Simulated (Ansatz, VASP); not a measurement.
One calculation of AgCl, two programs

INCAR

```
ALGO = Normal ; EDIFF = 1E-8
ENCUT = 520 ; GGA = PS
ISIF = 2 ; ISMEAR = -1
LASPH = T ; LCHARG = F
LEFG = T ; LREAL = F
LWAVE = F ; NBANDS = 16
NELM = 80 ; PREC = Accurate
SIGMA = 0.01
```

File KPOINTS:

```
k-points
0
Gamma
  9 9 9
```

Contents of POSCAR:

```
AgCl
1.0
    0.0000000000      2.7823631906      2.7823631906
    2.7823631906      0.0000000000      2.7823631906
    2.7823631906      2.7823631906      0.0000000000
Ag Cl
1 1
Direct
    0.5000000000      0.5000000000      0.5000000000
    0.0000000000      0.0000000000      0.0000000000
```

Input for Ansatz:

```yaml
crystal:
  lattice:
    - [0.0, 2.7823631906, 2.7823631906]
    - [2.7823631906, 0.0, 2.7823631906]
    - [2.7823631906, 2.7823631906, 0.0]
  atoms:
    - { symbol: Ag, position: [0.5, 0.5, 0.5] }
    - { symbol: Cl, position: [0.0, 0.0, 0.0] }
kpoints:
  mp_grid: { grid: [9, 9, 9] }
scf:
  occupations: { method: fermi_dirac, width: 0.01 }
hamiltonian:
  xc: pbesol
  pseudopotentials: { kind: all_electron, datasets: crystal }
output:
  forces: true
  stress: true
  eigenvalues: true
  efg: { contact_densities: true }
```

Change from the starting cell: volume scaled by 1.01, crystal datasets.

Alike in both runs: task electric field gradients; functional PBEsol; k mesh 9 × 9 × 9; occupations fermi-dirac, width 0.01 eV; no spin polarisation.

|  | VASP | Ansatz |
| --- | --- | --- |
| version | VASP 6.6.1 | Ansatz 0.2.0 |
| potentials or method | VASP PAW PBE potentials, release 64 (Ag, Cl) | all-electron PAW with datasets made for the crystal, scalar-relativistic |
| plane-wave cutoff (eV) | 520 | see its input |

VASP gave:

* gap on the k mesh at the Fermi level (eV): 0.78
* pressure (GPa): -3.1
* Vzz of the field gradient on the site that differs most (V/Å²): 0.0

Question: Estimate Ansatz's values.

Answer: gap on the k mesh at the Fermi level (eV): 0.78; pressure (GPa): -3.0; Vzz of the field gradient on the site that differs most (V/Å²): 0.0.

Ansatz ran all-electron here, so the differences hold the error of VASP's frozen core and of both bases. Ansatz warned: «gradients_without_spin_orbit».

Caveats: the PAW data sets were made with another functional, which shifts forces and pressure a little (VASP); an odd mesh through Γ misses points on the zone boundary, where band edges often lie.
